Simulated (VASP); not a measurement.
Input of a VASP 6.6.1 run:

INCAR

```
SYSTEM = Ir
PREC = Accurate
ENCUT = 520
EDIFF = 1E-6
ISMEAR = -1
SIGMA = 0.05
LREAL = .FALSE.
LASPH = .TRUE.
NELM = 100
ALGO = Normal
ISIF = 2
LWAVE = .FALSE.
LCHARG = .FALSE.
LMAXMIX = 4
GGA = PS
NBANDS = 16
```

The input KPOINTS:

```
Automatic mesh
0
G
  11 11 6
  0 0 0
```

Contents of POSCAR:

```
Ir
1.0
    2.7513778946      0.0000000000      0.0000000000
   -1.3756889473      2.3827631521      0.0000000000
    0.0000000000      0.0000000000      4.4622900000
Ir
2
Direct
    0.3333333333      0.6666666667      0.2500000000
    0.6666666667      0.3333333333      0.7500000000
```

The input KPOINTS_OPT:

```
path GMKGALHA,LM,KH
10
line-mode
reciprocal
 0.0000000000  0.0000000000  0.0000000000  G
 0.5000000000  0.0000000000  0.0000000000  M

 0.5000000000  0.0000000000  0.0000000000  M
 0.3333333333  0.3333333333  0.0000000000  K

 0.3333333333  0.3333333333  0.0000000000  K
 0.0000000000  0.0000000000  0.0000000000  G

 0.0000000000  0.0000000000  0.0000000000  G
 0.0000000000  0.0000000000  0.5000000000  A

 0.0000000000  0.0000000000  0.5000000000  A
 0.5000000000  0.0000000000  0.5000000000  L

 0.5000000000  0.0000000000  0.5000000000  L
 0.3333333333  0.3333333333  0.5000000000  H

 0.3333333333  0.3333333333  0.5000000000  H
 0.0000000000  0.0000000000  0.5000000000  A

 0.5000000000  0.0000000000  0.5000000000  L
 0.5000000000  0.0000000000  0.0000000000  M

 0.3333333333  0.3333333333  0.0000000000  K
 0.3333333333  0.3333333333  0.5000000000  H
```

Potentials or basis: VASP PAW PBE potentials, release 64 (Ir).

The run is started by

```console
$ cat potpaw_PBE.64/Ir/POTCAR > POTCAR
$ mpirun -np 1 vasp_std > vasp.out
```

Predict the pressure.

-11.6 GPa.

What does it give for the band gap along the path?

None (metal or under the smearing width).

Stress tensor (GPa, compression positive):
```
-11.45   0.00   0.00
  0.00 -11.45   0.00
  0.00   0.00 -11.92
```

Caveat: the PAW data sets were made with another functional, which shifts forces and pressure a little; spin-orbit coupling is left out, which moves the levels of the heavy elements.
